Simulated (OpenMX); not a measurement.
**Cu in OpenMX: convergence with VNA**

Input of the first run (VNA 1 3); the others differ in this setting and in those tied to it:

Contents of Cu.dat:

```
System.CurrrentDirectory             ./
System.Name                          Cu
DATA.PATH                            ./DFT_DATA13
level.of.stdout                      1
level.of.fileout                     0
Species.Number                       1
<Definition.of.Atomic.Species
  Cu  Cu6.0H-s3p2d2          Cu_CA13H
Definition.of.Atomic.Species>

Atoms.Number                         2
Atoms.SpeciesAndCoordinates.Unit     FRAC
<Atoms.SpeciesAndCoordinates
    1  Cu    0.6611040000    0.3091260000    0.7710590000   9.500  9.500
    2  Cu    0.3134250000    0.6459340000    0.2242850000   9.500  9.500
Atoms.SpeciesAndCoordinates>

Atoms.UnitVectors.Unit               Ang
<Atoms.UnitVectors
     2.5340966698    0.0000000000    0.0000000000
    -1.2670483349    2.1945920917    0.0000000000
     0.0000000000    0.0000000000    4.1125710000
Atoms.UnitVectors>

scf.XcType                           LDA
scf.SpinPolarization                 off
scf.ElectronicTemperature            580.226
scf.energycutoff                     500.0
scf.maxIter                          100
scf.EigenvalueSolver                 band
scf.Kgrid                            9 9 5
scf.Mixing.Type                      rmm-diisk
scf.Init.Mixing.Weight               0.05
scf.Min.Mixing.Weight                0.001
scf.Max.Mixing.Weight                0.3
scf.Mixing.History                   25
scf.Mixing.StartPulay                8
scf.criterion                        1.0e-8
scf.stress.tensor                    on
MD.Type                              nomd
scf.BufferL.VNA                      1
scf.RadialF.VNA                      3
```

Potentials or basis: OpenMX 2013 LDA set, Cu6.0H-s3p2d2, grid cutoff 500 Ry.

Launch:

```bash
$ openmx Cu.dat -nt 1 > Cu.std
```

The cell isn't the ideal one: atoms moved at random, drawn with an rms of 0.15 Å.

This isn't the form of Cu at room conditions, which is fcc.

Hardware: 1 thread of Intel(R) Xeon(R) Platinum 8259CL CPU @ 2.50GHz (Skylake/Cascade Lake), with other jobs on the host.

```csv
VNA,"energy less the tightest run, at zero smearing (meV/atom)",pressure (GPa),largest force (eV/Å),SCF cycles,CPU time (s),peak memory (GiB)
1 3,-0.88,-71.61,0.981,15,98,0.51
2 4,32.57,-2.85,1.639,16,110,0.51
3 6,-2.50,-3.25,1.699,16,120,0.52
4 8,-19.17,-3.36,1.731,16,140,0.58
5 10,-10.33,-2.60,1.744,16,150,0.56
6 12,-0.37,-1.68,1.755,16,180,0.63
6 16,0.00,-1.59,1.756,16,200,0.59
```

Against the tightest run, the energy stays within 1 meV/atom from 6 12 on; the pressure stays within 0.1 GPa from 6 12 on; the largest force stays within 0.005 eV/Å from 6 12 on. The tightest run that finished is the yardstick and may itself not be fully converged.

Caveat, for the tightest run too: the basis of atomic orbitals isn't converged, which shifts pressures, moduli and gaps.
